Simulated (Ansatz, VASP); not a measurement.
SnSe2, level by level in two programs

```xyz
3
Lattice="3.8857 0.0000 0.0000 -1.9429 3.3652 0.0000 0.0000 0.0000 6.2563" Properties=species:S:1:pos:R:3 pbc="T T T"
Sn    0.0000    0.0000    0.0000
Se    1.9429    1.1217    4.6985
Se    0.0000    2.2434    1.5578
```

Change from the starting cell: volume scaled by 1.06.

Single points on this cell with VASP 6.6.1 and Ansatz 0.2.0. Each row is one pair of runs. Alike in all rows: spin: off; k mesh: 8 × 8 × 5; smearing: fermi-dirac, width 0.05 eV; VASP's potentials, cutoff: VASP PAW PBE potentials, release 64 (Sn_d, Se), 520 eV.

| level | Ansatz's potentials, cutoff | gap on the k mesh at the Fermi level (eV), VASP | gap on the k mesh at the Fermi level (eV), Ansatz | least direct gap on the mesh (eV), VASP | least direct gap on the mesh (eV), Ansatz | pressure (GPa), VASP | pressure (GPa), Ansatz |
| --- | --- | --- | --- | --- | --- | --- | --- |
| PBE | PseudoDojo standard (PBE files), 1170 eV | 0.72 | 0.71 | 0.86 | 0.85 | 1.4 | 1.3 |
| PBE | Ansatz PAW, 420 eV | 0.72 | 0.73 | 0.86 | 0.87 | 1.4 | 1.3 |
| PBE | Ansatz NC, 1170 eV | 0.72 | ? | 0.86 | ? | 1.4 | ? |
| PBEsol | Ansatz PAW, 420 eV | 0.66 | 0.66 | 0.77 | 0.78 | -1.3 | -1.4 |

Fill in what Ansatz gave in row 3.

gap on the k mesh at the Fermi level (eV): 0.72; least direct gap on the mesh (eV): 0.85; pressure (GPa): 1.3.

Caveats: spin-orbit coupling is left out, which moves the levels of the heavy elements (some rows); this functional lacks dispersion, which binds the layers, so the pressure and a relaxed spacing across them are unreliable (some rows); an odd mesh through Γ misses points on the zone boundary, where band edges often lie (VASP); the PAW data sets were made with another functional, which shifts forces and pressure a little (VASP); odd divisions of the mesh miss points on the zone boundary, where band edges often lie, so the gap on the mesh can be too wide (Ansatz); the PAW data sets come from PBE, with cores solved anew for the run's functional, which leaves a small shift of forces and pressure (Ansatz).
